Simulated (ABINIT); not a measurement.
A run of ABINIT 10.8.3 (patched build) is set up as follows.

File run.abi:

```
pp_dirpath "./"
pseudos "Ru.GGA_PBE-JTH.xml"

acell 3*1.0 Angstrom
rprim
     2.7058000000     0.0000000000     0.0000000000
    -1.3529000000     2.3432915376     0.0000000000
     0.0000000000     0.0000000000     4.2819000000
ntypat 1
znucl 44
natom 2
typat 1 1
xred
     0.6666666667     0.3333333333     0.7500000000
     0.3333333333     0.6666666667     0.2500000000

ecut 15.0
pawecutdg 30.0
pawxcdev 0

kptopt 1
ngkpt 11 11 6
nshiftk 1
shiftk 0.0 0.0 0.0

ixc -116133

nband 20
occopt 3
tsmear 0.05 eV

nstep 100
tolvrs 1.0e-9

iomode 3
prtwf 0
prtden 0
prteig 0
prtebands 0
```

Potentials or basis: JTH PAW PBE v2.0.

Launch:

```sh
$ abinit run.abi > log 2>&1
```

(1) What does it give for the pressure?

(2) Predict the band gap on the k mesh.

Answers

(1) -6.0 GPa.

(2) none (metal or under the smearing width).

Caveat: the PAW data sets were made with another functional, which shifts forces and pressure a little.
